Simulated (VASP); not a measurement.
These are LDA (Ceperley-Alder, Perdew-Zunger), VASP's LDA PAW potentials (set 64) (plane waves; VASP) values and carry that method's errors.

A VASP calculation is set up with these files.

POSCAR:
```
BaF2
1
   -0.0000000000     2.8126380726     2.8126380726
    2.8126380726    -0.0000000000     2.8126380726
    2.8126380726     2.8126380726     0.0000000000
Ba F
1 2
Direct
  0.0000000000   0.0000000000   0.0000000000
  0.2500000000   0.2500000000   0.2500000000
  0.7500000000   0.7500000000   0.7500000000
```

### KPOINTS
```
Automatic mesh
0
Gamma
7 7 7
```

**INCAR**
```
SIGMA=0.05   # width (eV)
EDIFF=1E-6
ISIF=3   # ions, shape and volume
NSW=40   # most ionic steps
IBRION=2   # conjugate gradients
LWAVE=.False.
SYSTEM=BaF2
ISMEAR=0   # Gaussian
PSTRESS=300   # kbar
NELM=100   # most electronic steps
ALGO=Normal   # blocked Davidson
EDIFFG=-0.02   # ionic stop
LCHARG=.False.
LMAXMIX=4   # l cut-off of mixed one-centre charges
LASPH=.True.
PREC=Accurate
LREAL=.False.   # projection in real space or not
ENCUT=620
```

POTCAR, in this order: Ba_sv F (LDA.64 set). Program: vasp_std.

What VASP printed:

**OUTCAR**
```
 ion  position               nearest neighbor table
   1  0.000  0.000  0.000-   3 2.44   3 2.44   3 2.44   2 2.44   2 2.44   2 2.44   3 2.44   2 2.44
  LATTYP: Found a face centered cubic cell.
 ALAT       =     5.6252761452
 Subroutine PRICEL returns:
 Original cell was already a primitive cell.
 Subroutine GETGRP returns: Found 48 space group operations
The static configuration has the point symmetry O_h .
The dynamic configuration has the point symmetry O_h .
 Subroutine INISYM returns: Found 48 space group operations
 Subroutine IBZKPT returns following result:
 Found     20 irreducible k-points:

 Following reciprocal coordinates:
            Coordinates               Weight
  0.000000  0.000000  0.000000      1.000000
  0.142857  0.000000  0.000000      8.000000
  0.285714  0.000000  0.000000      8.000000
  0.428571  0.000000  0.000000      8.000000
  0.142857  0.142857  0.000000      6.000000
  0.285714  0.142857  0.000000     24.000000
  0.428571  0.142857  0.000000     24.000000
 -0.428571  0.142857  0.000000     24.000000
 -0.285714  0.142857  0.000000     24.000000
 -0.142857  0.142857  0.000000     12.000000
...
```

File OSZICAR:
```
       N       E                     dE             d eps       ncg     rms          rms(c)
DAV:   1     0.171212969703E+03    0.17121E+03   -0.15785E+04   640   0.169E+03
DAV:   2    -0.131328914871E+02   -0.18435E+03   -0.18186E+03   784   0.331E+02
DAV:   3    -0.193775493793E+02   -0.62447E+01   -0.62369E+01   920   0.669E+01
DAV:   4    -0.194678879361E+02   -0.90339E-01   -0.90331E-01   744   0.730E+00
DAV:   5    -0.194722233668E+02   -0.43354E-02   -0.43354E-02   960   0.100E+00    0.126E+01
DAV:   6    -0.177800458178E+02    0.16922E+01   -0.81455E+00   640   0.275E+01    0.792E+00
DAV:   7    -0.177478096025E+02    0.32236E-01   -0.42598E-01   816   0.585E+00    0.421E+00
DAV:   8    -0.177197456823E+02    0.28064E-01   -0.66603E-02   792   0.279E+00    0.435E-01
DAV:   9    -0.177179146635E+02    0.18310E-02   -0.23305E-02   720   0.126E+00    0.112E-01
DAV:  10    -0.177183620839E+02   -0.44742E-03   -0.22001E-03   656   0.415E-01    0.903E-02
DAV:  11    -0.177183300368E+02    0.32047E-04   -0.24594E-04   856   0.152E-01    0.219E-02
DAV:  12    -0.177183317368E+02   -0.17000E-05   -0.10235E-05   680   0.278E-02    0.134E-02
DAV:  13    -0.177183317972E+02   -0.60349E-07   -0.58015E-07   600   0.673E-03
   1 F= -.93856994E+01 E0= -.93856994E+01  d E =-.938570E+01
```

File OUTCAR:
```
------------------------ aborting loop because EDIFF is reached ----------------------------------------
  FORCE on cell =-STRESS in cart. coord.  units (eV):
  Direction    XX          YY          ZZ          XY          YZ          ZX
  --------------------------------------------------------------------------------------
  Total        8.3280851      8.3280851      8.3280851      0.0000000      0.0000000      0.0000000
  in kB      299.8362850    299.8362850    299.8362850      0.0000000      0.0000000      0.0000000
  external PRESSURE =      -0.1637150 kB  Pullay stress =     300.0000000 kB
  volume of cell :       44.50
      direct lattice vectors                 reciprocal lattice vectors
     0.000000000  2.812638073  2.812638073    -0.177769051  0.177769051  0.177769051
     2.812638073  0.000000000  2.812638073     0.177769051 -0.177769051  0.177769051
     2.812638073  2.812638073  0.000000000     0.177769051  0.177769051 -0.177769051
 POSITION                                       TOTAL-FORCE (eV/Angst)
 -----------------------------------------------------------------------------------
      0.00000      0.00000      0.00000         0.000000     -0.000000      0.000000
      1.40632      1.40632      1.40632         0.000000      0.000000     -0.000000
      4.21896      4.21896      4.21896        -0.000000     -0.000000      0.000000
 -----------------------------------------------------------------------------------
    total drift:                               -0.000000     -0.000000      0.000000
  FREE ENERGIE OF THE ION-ELECTRON SYSTEM (eV)
  ---------------------------------------------------
  free  energy   TOTEN  =       -17.7183317972 eV

  energy  without entropy=      -17.7183317972  energy(sigma->0) =      -17.71833180
  enthalpy is  TOTEN    =        -9.3856994256 eV   P V=        8.3326323715

 reached required accuracy - stopping structural energy minimisation
```
(Selected blocks of OUTCAR.)

The compound is BaF2 in the fluorite structure. It was relaxed first under an external pressure of 30 GPa.
